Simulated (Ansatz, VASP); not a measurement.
**MgO in VASP and in Ansatz**

```
Mg O
1.0
     3.53226    0.00000    0.00000
    -1.76613    3.05902    0.00000
     0.00000    0.00000    4.23302
Mg O
2 2
Cartesian
  1.7661 1.0197 3.1748
  0.0000 2.0393 1.0583
  1.7661 1.0197 1.0583
  0.0000 2.0393 3.1748
```

Measurements of this composition are mostly on another form, of space group No. 225.

Alike in both runs: task single point; functional r2SCAN; k mesh 6 × 6 × 6; no spin polarisation.

|  | VASP | Ansatz |
| --- | --- | --- |
| version | VASP 6.6.1 | Ansatz 0.2.0 |
| potentials or method | VASP PAW PBE potentials, release 64 (Mg, O) | plane waves, PAW |
| plane-wave cutoff (eV) | 520 | 530 |
| occupations | gaussian, width 0.01 eV | fixed |
| valence electrons in the cell | 16 | 32 |

|  | VASP | Ansatz | Ansatz less VASP |
| --- | --- | --- | --- |
| pressure (GPa) | -5.7 | -4.9 | +0.80 |
| largest component of the traceless stress (GPa) | 0.15 | 0.01 | -0.138 |

The two sets of potentials don't hold the same shells in valence.

Caveats: the PAW data sets were made with another functional, which shifts forces and pressure a little (VASP). r2SCAN opens gaps a little over a GGA but as a rule still falls short of measured ones.
